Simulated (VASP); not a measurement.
Fe2O3 (Hematite), 10 atoms in the cell. Symmetry: R-3c, No. 167, trigonal system. Conventional cell: a = 5.038 Å, b = 5.038 Å, c = 13.772 Å, α = 90.00°, β = 90.00°, γ = 120.00°. Fe (site symmetry 3) has 6 O at 1.95 to 2.12 Å as nearest neighbours. O (site symmetry 2) has 4 Fe at 1.95 to 2.12 Å as nearest neighbours. 

```yaml
Program: VASP 6.6.1
Task: single point
Functional: PBE
Potentials_or_basis: VASP PAW PBE potentials, release 64 (Fe, O)
Cutoff: 520 eV
k_mesh: 7 × 7 × 7
Occupations: gaussian, width 0.015 eV
Spin: collinear spin, ferromagnetic start
Starting_moments: "[3.0, 3.0, 3.0, 3.0, 0.0, 0.0, 0.0, 0.0, 0.0, 0.0] μB"
Further_INCAR_settings: ALGO = Normal; EDIFF = 1e-06; NBANDS = 49
```

Potentials or basis: VASP PAW PBE potentials, release 64 (Fe, O).

Command:

```bash
$ cat potpaw_PBE.64/Fe/POTCAR potpaw_PBE.64/O/POTCAR > POTCAR
$ mpirun -np 1 vasp_std > vasp.out
```

Hardware: 1 thread of Intel(R) Xeon(R) Platinum 8488C (Sapphire Rapids), with other jobs on the host.

Task: How long does it take, and how much memory?

Result: Run time: 7.4 min on 1 thread of Intel(R) Xeon(R) Platinum 8488C (Sapphire Rapids), with other jobs on the host, peak memory 0.48 GiB. Counts: scf iterations 19, k points 44.
